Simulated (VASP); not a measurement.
# CdSe (Cadmoselite) (P6_3mc) in VASP: further runs

The runs below take CdSe (Cadmoselite) through relaxation of cell and atoms, relaxation of shape and atoms at fixed volume, with PBE+D3(BJ).

Program: VASP 6.6.1. These are calculated values, not measurements. Logs are shortened: lines on timing, memory, paths and dates and some standing lists are left out, and cuts for length are marked.

### Step 1. The crystal as given

The structure is hexagonal, space group P6_3mc (No. 186). The conventional cell has a = 4.300 Å, b = 4.300 Å, c = 7.020 Å, α = 90.00°, β = 90.00°, γ = 120.00°. Around Cd (site symmetry 3m) lie 4 Se at 2.61 to 2.70 Å. Around Se (site symmetry 3m) lie 4 Cd at 2.61 to 2.70 Å.

### Step 2. Relaxation of cell and atoms, PBE+D3(BJ)

INCAR reads:

```
SYSTEM = CdSe
ALGO = Normal
EDIFF = 1E-6
EDIFFG = -0.01
ENCUT = 600
GGA = PE
IBRION = 2
ISIF = 3
ISMEAR = 0
IVDW = 12
LASPH = .True.
LCHARG = .False.
LREAL = .False.
LWAVE = .False.
NELM = 80
NSW = 90
PREC = Accurate
SIGMA = 0.03
```

KPOINTS reads:

```
k-points
0
Gamma
  9 9 4
  0 0 0
```

POSCAR reads:

```
CdSe
1.0
    4.3000000000      0.0000000000      0.0000000000
   -2.1500000000      3.7239092363      0.0000000000
    0.0000000000      0.0000000000      7.0200000000
Cd Se
2 2
Direct
    0.3333333333      0.6666666667      0.0000000000
    0.6666666667      0.3333333333      0.5000000000
    0.3333333333      0.6666666667      0.3850000000
    0.6666666667      0.3333333333      0.8850000000
```

Potentials or basis: VASP PAW PBE potentials, release 64 (Cd, Se).

Started as:

```bash
> cat potpaw_PBE.64/Cd/POTCAR potpaw_PBE.64/Se/POTCAR > POTCAR
> mpirun -np 1 vasp_std > vasp.out
```

OUTCAR:

```text
SYSTEM = CdSe
   EDIFF = 1E-6
   EDIFFG = -0.01
   ENCUT = 600
   GGA = PE
   IBRION = 2
   ISIF = 3
   ISMEAR = 0
   IVDW = 12
   LASPH = .True.
   LREAL = .False.
   NELM = 80
   NSW = 90
   PREC = Accurate
 IVDW          = 12

 ion  position               nearest neighbor table
   1  0.333  0.667  0.000-   4 2.61   4 2.61   4 2.61   3 2.70
   2  0.667  0.333  0.500-   3 2.61   3 2.61   3 2.61   4 2.70
   3  0.333  0.667  0.385-   2 2.61   2 2.61   2 2.61   1 2.70
   4  0.667  0.333  0.885-   1 2.61   1 2.61   1 2.61   2 2.70

  LATTYP: Found a hexagonal cell.
 ALAT       =     4.3000000000
 C/A-ratio  =     1.6325581395

  Lattice vectors:

 A1 = (   4.3000000000,   0.0000000000,   0.0000000000)
 A2 = (  -2.1500000000,   3.7239092363,   0.0000000000)
 A3 = (   0.0000000000,   0.0000000000,   7.0200000000)

Analysis of symmetry for initial positions (statically):
=====================================================================
 Subroutine PRICEL returns:
 Original cell was already a primitive cell.

 Routine SETGRP: Setting up the symmetry group for a
 hexagonal supercell.

 Subroutine GETGRP returns: Found 12 space group operations
 (whereof  6 operations were pure point group operations)
 out of a pool of 24 trial point group operations.

The static configuration has the point symmetry C_3v.
 The point group associated with its full space group is C_6v.

Analysis of symmetry for dynamics (positions and initial velocities):
=====================================================================
 Subroutine PRICEL returns:
 Original cell was already a primitive cell.

 Routine SETGRP: Setting up the symmetry group for a
 hexagonal supercell.

 Subroutine GETGRP returns: Found 12 space group operations
 (whereof  6 operations were pure point group operations)
 out of a pool of 24 trial point group operations.

The dynamic configuration has the point symmetry C_3v.
 The point group associated with its full space group is C_6v.

 Subroutine INISYM returns: Found 12 space group operations
 (whereof  6 operations are pure point group operations),
 and found     1 'primitive' translations

----------------------------------------------------------------------------------------

                                     Primitive cell

  volume of cell :     112.4099

  direct lattice vectors                    reciprocal lattice vectors
     4.300000000  0.000000000  0.000000000     0.232558140  0.134267504  0.000000000
    -2.150000000  3.723909236  0.000000000     0.000000000  0.268535009  0.000000000
     0.000000000  0.000000000  7.020000000     0.000000000  0.000000000  0.142450142

  length of vectors
     4.300000000  4.300000000  7.020000000     0.268535009  0.268535009  0.142450142

  position of ions in fractional coordinates (direct lattice)
     0.333333333  0.666666667  0.000000000
     0.666666667  0.333333333  0.500000000
     0.333333333  0.666666667  0.385000000
     0.666666667  0.333333333  0.885000000

  ion indices of the primitive-cell ions
   primitive index   ion index
                 1           1
                 2           2
                 3           3
                 4           4

----------------------------------------------------------------------------------------

 KPOINTS: k-points

Automatic generation of k-mesh.
 Grid dimensions read from file:
 generate k-points for:    9    9    4

 Generating k-lattice:

  Cartesian coordinates                     Fractional coordinates (reciprocal lattice)
     0.025839793  0.014918612  0.000000000     0.111111111  0.000000000  0.000000000
     0.000000000  0.029837223  0.000000000     0.000000000  0.111111111  0.000000000
     0.000000000  0.000000000  0.035612536     0.000000000  0.000000000  0.250000000

  Length of vectors
     0.029837223  0.029837223  0.035612536

  Shift w.r.t. Gamma in fractional coordinates (k-lattice)
     0.000000000  0.000000000  0.000000000

 Subroutine IBZKPT returns following result:
 ===========================================

 Found     36 irreducible k-points:

 Following reciprocal coordinates:
            Coordinates               Weight
  0.000000  0.000000  0.000000      1.000000
  0.111111 -0.000000  0.000000      6.000000
  0.222222  0.000000  0.000000      6.000000
  0.333333 -0.000000  0.000000      6.000000
  0.444444  0.000000  0.000000      6.000000
  0.111111  0.111111  0.000000      6.000000
[... 16 lines left out ...]
  0.333333  0.222222  0.250000     24.000000
  0.333333  0.333333  0.250000      4.000000
 [... further k-points ...]
   k-points           NKPTS =     36   k-points in BZ     NKDIM =     36   number of bands    NBANDS=     22
   number of dos      NEDOS =    301   number of ions     NIONS =      4
   total plane-waves  NPLWV =  72576
   dimension x,y,z NGX =    36 NGY =   36 NGZ =   56
   dimension x,y,z NGXF=    72 NGYF=   72 NGZF=  112
   ions per type =               2   2
   NGX,Y,Z   is equivalent  to a cutoff of  13.92, 13.92, 13.26 a.u.
   NGXF,Y,Z  is equivalent  to a cutoff of  27.84, 27.84, 26.52 a.u.
 SYSTEM =  CdSe
   PREC   = accura    normal or accurate (medium, high low for compatibility)
   ISTART =      0    job   : 0-new  1-cont  2-samecut
   ICHARG =      2    charge: 1-file 2-atom 10-const
   ISPIN  =      1    spin polarized calculation?
   LNONCOLLINEAR =      F non collinear calculations
   LSORBIT =      F    spin-orbit coupling
   LASPH  =      T    aspherical Exc in radial PAW
   ENCUT  =  600.0 eV  44.10 Ry    6.64 a.u.   8.59  8.59 14.02*2*pi/ulx,y,z
   NELM   =     80;   NELMIN=  2; NELMDL= -5     # of ELM steps
   EDIFF  = 0.1E-05   stopping-criterion for ELM
   LREAL  =      F    real-space projection
   EDIFFG = -.1E-01   stopping-criterion for IOM
   NSW    =     90    number of steps for IOM
   IBRION =      2    ionic relax: 0-MD 1-quasi-New 2-CG
   NFREE  =      1    steps in history (QN), initial steepest desc. (CG)
   ISIF   =      3    stress and relaxation
   ISYM   =      2    0-nonsym 1-usesym 2-fastsym
   POTIM  = 0.5000    time-step for ionic-motion
   TEBEG  =    0.0;   TEEND  =   0.0 temperature during run
   PSTRESS=    0.0 pullay stress
   NELECT =      36.0000    total number of electrons
   NUPDOWN=      -1.0000    fix difference up-down
   EMIN   =  10.00;   EMAX   =-10.00  energy-range for DOS
   EFERMI =   0.00;   METHOD = LEGACY
   ISMEAR =     0;   SIGMA  =   0.03  broadening in eV -4-tet -1-fermi 0-gaus
   EFERMI_NEDOS =   21; number of points for ismear=-14 and -15
   IALGO  =     38    algorithm
   IMIX   =      4    mixing-type and parameters
     AMIX     =   0.40;   BMIX     =  1.00
     AMIX_MAG =   1.60;   BMIX_MAG =  1.00
  volume/ion in A,a.u.               =      28.10       189.64
  Fermi-wavevector in a.u.,A,eV,Ry     =   1.120059  2.116604 17.068937  1.254531
  Thomas-Fermi vector in A             =   2.256702
   LORBIT       =      0    0 simple, 1 ext, 2 COOP (PROOUT), +10 PAW based schemes
   GGA     = PE    functional components
   LHFCALC =     F    Hartree Fock is set to
   AEXX    =    0.0000 exact exchange contribution
   IVDW    =    12    specifies the selected vdW correction
   LEPSILON=     F    determine dielectric tensor
   LRPA    =     F    only Hartree local field effects (RPA)
 conjugate gradient relaxation of ions
 non-spin polarized calculation
 Gauss-broadening in eV      SIGMA  =   0.03
  energy-cutoff  :      600.00
  volume of cell :      112.41
 maximum number of plane-waves:      3791
 NGX is ok and might be reduce to    36
   NGX = 17   NGY = 17   NGZ = 29

--------------------------------------- Ionic step        1  -------------------------------------------

 number of electron      35.9999991 magnetization

 Free energy of the ion-electron system (eV)
  ---------------------------------------------------
  ext. energy  EPLUGINS =         0.00000000
  ---------------------------------------------------
  free energy    TOTEN  =       -10.90519780 eV

  energy without entropy =      -10.90519780  energy(sigma->0) =      -10.90519780

------------------------ aborting loop because EDIFF is reached ----------------------------------------

 Edisp (eV)   -1.27583

 E8    (eV) :    -0.5458

  FORCE on cell =-STRESS in cart. coord.  units (eV):
  Direction    XX          YY          ZZ          XY          YZ          ZX
  --------------------------------------------------------------------------------------
  -------------------------------------------------------------------------------------
  Total       1.34055     1.34055    -0.12317     0.00000     0.00000     0.00000
  in kB      19.10686    19.10686    -1.75553     0.00000     0.00000     0.00000
  external pressure =       12.15 kB  Pullay stress =        0.00 kB
[... 233 lines left out ...]
  energy  without entropy=      -12.2083950403  energy(sigma->0) =      -12.20839504

--------------------------------------- Ionic step        7  -------------------------------------------

 number of electron      36.0000004 magnetization

 Free energy of the ion-electron system (eV)
  ---------------------------------------------------
  ext. energy  EPLUGINS =         0.00000000
  ---------------------------------------------------
  free energy    TOTEN  =       -10.96371829 eV

  energy without entropy =      -10.96371829  energy(sigma->0) =      -10.96371829

 E-fermi :   0.9713     XC(G=0):  -8.7897

 val. band max:        0.7935689407   @ k =   0.0000   0.0000   0.0000
 cond. band min:       1.4109654419   @ k =   0.0000   0.0000   0.0000
 fundamental gap:      0.6173965012
 Fermi energy:         0.9712669293

 k-point     1 :       0.0000    0.0000    0.0000
  band No.  band energies     occupation
      1     -11.7008      2.00000
      2     -11.3418      2.00000
      3      -7.0759      2.00000
      4      -7.0669      2.00000
      5      -7.0669      2.00000
      6      -7.0022      2.00000
[... 574 lines left out ...]
      6      -6.8637      2.00000
[... 14 lines left out ...]
     21       5.5020      0.00000
     22       7.1930      0.00000

 [... further k-points ...]

------------------------ aborting loop because EDIFF is reached ----------------------------------------

 Edisp (eV)   -1.24616

 E8    (eV) :    -0.5326

  FORCE on cell =-STRESS in cart. coord.  units (eV):
  Direction    XX          YY          ZZ          XY          YZ          ZX
  --------------------------------------------------------------------------------------
  -------------------------------------------------------------------------------------
  Total       0.01570     0.01570     0.02717     0.00000     0.00000     0.00000
  in kB       0.21921     0.21921     0.37931     0.00000     0.00000     0.00000
  external pressure =        0.27 kB  Pullay stress =        0.00 kB
[... 19 lines left out ...]
  FREE ENERGIE OF THE ION-ELECTRON SYSTEM (eV)
  ---------------------------------------------------
  free  energy   TOTEN  =       -12.2098797182 eV

  energy  without entropy=      -12.2098797182  energy(sigma->0) =      -12.20987972

 reached required accuracy - stopping structural energy minimisation
```

Run time: 3.6 min. Hardware: 1 thread of Intel Xeon 6975P-C (Granite Rapids), shared host; peak memory 0.33 GiB.

What came out:

```
Free energy                            : -12.2099 eV
Relaxed volume                         : 28.69 Å³/atom
Relaxed cell                           : a = 4.327 Å, b = 4.327 Å, c = 7.077 Å, α = 90.00°, β = 90.00°, γ = 120.00°
Space group after relaxing (to 0.05 Å) : P6_3mc (No. 186)
Energy gained by relaxing              : 7.2 meV/atom
Ionic steps                            : 7
Pressure after relaxing                : 0.0 GPa
Largest force after relaxing           : 0.005 eV/Å
Band gap on the k mesh                 : 0.62 eV, direct
Dispersion energy per atom             : -0.312 eV
```

Forces on the atoms (eV/Å):
```
Cd   0.000  0.000 -0.005
Cd   0.000  0.000 -0.005
Se   0.000  0.000  0.005
Se   0.000  0.000  0.005
```

Step by step:
```csv
step,energy change (eV),largest force (eV/Å),pressure (GPa),volume (Å³)
1,0.0000,0.2926,1.22,112.41
2,-0.0234,0.0454,-0.44,115.90
3,-0.0244,0.0862,-0.20,115.31
4,-0.0259,0.0464,-0.01,114.86
5,-0.0261,0.0196,0.13,114.57
6,-0.0274,0.0139,0.10,114.62
7,-0.0289,0.0047,0.03,114.77
```

Final structure:
```cif
data_structure
_symmetry_space_group_name_H-M 'P 1'
_symmetry_Int_Tables_number 1
_cell_length_a 4.3274
_cell_length_b 4.3274
_cell_length_c 7.0771
_cell_angle_alpha 90.000
_cell_angle_beta 90.000
_cell_angle_gamma 120.000
_cell_volume 114.77
loop_
_atom_site_label
_atom_site_type_symbol
_atom_site_fract_x
_atom_site_fract_y
_atom_site_fract_z
_atom_site_occupancy
Cd1 Cd 0.33333 0.66667 0.00500 1
Cd2 Cd 0.66667 0.33333 0.50500 1
Se1 Se 0.33333 0.66667 0.38000 1
Se2 Se 0.66667 0.33333 0.88000 1
```

Levels at points of the mesh, in eV from the valence-band top:
| k point | band 14 | band 15 | band 16 | band 17 | band 18 | band 19 | band 20 | band 21 | band 22 |
| --- | --- | --- | --- | --- | --- | --- | --- | --- | --- |
| (0.00, 0.00, 0.00) | -0.74 | -0.74 | -0.06 | 0.00 | 0.00 | 0.62 | 2.20 | 5.86 | 5.86 |
| (0.00, 0.00, 0.50) | -2.63 | -0.38 | -0.38 | -0.38 | -0.38 | 2.34 | 2.34 | 5.82 | 5.82 |

Zero-point motion and thermal expansion aren't in these numbers.

[end of part 1 of 2]
